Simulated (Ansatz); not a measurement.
Sn, DFT, PBE, all-electron LAPW, scalar-relativistic (Ansatz 0.2.0), run on 1 thread of Arm Neoverse V1 on a shared host.

The cell is COD entry 9008568, as deposited and not checked against the literature; nothing was relaxed. The listed cell was then made from it by scaling, straining or moving an atom.

Command: `ansatz run input.yaml --threads 1 --pin off --max-ram 3072MiB --backend cpu --events-out ev --progress --plain --runs-dir out`

```yaml
crystal:
  lattice:
    - [-0.097368, 3.196916, 3.196916]
    - [3.196916, -0.097368, 3.196916]
    - [3.196916, 3.196916, -0.097368]
  atoms:
    - { symbol: Sn, position: [0.5, 0.5, 0.5] }
    - { symbol: Sn, position: [0.75, 0.75, 0.75] }
kpoints:
  mp_grid: { grid: [9, 9, 9] }
  band_path:
    path:
      - [0.0, 0.0, 0.0]
      - [0.5, 0.5, 0.5]
      - [0.2579113083, 0.5, 0.7420886917]
      - [-0.2579113083, 0.2579113083, 0.5]
      - [0.0, 0.0, 0.5]
      - [0.0, 0.0, 0.0]
      - [-0.3789556542, 0.0, 0.3789556542]
      - [0.0, 0.3789556542, 0.6210443458]
      - [0.0, 0.5, 0.5]
    npoints: 5
scf:
  occupations: { method: fermi_dirac, width: 0.03 }
hamiltonian:
  xc: pbe
  pseudopotentials: { kind: all_electron, lapw: { basis_error: 0.00025 } }
output:
  forces: true
  stress: true
  eigenvalues: true
```

(1) How large is the problem that the program sets up?

(2) Estimate the wall time and the peak memory.

## Answers

(1) 85 irreducible k-points, 887 plane waves at Γ, 27 bands.

(2) 51 s of wall time for 7 SCF iterations, with a peak of 0.54 GiB. Times on shared machines scatter by tens of per cent.
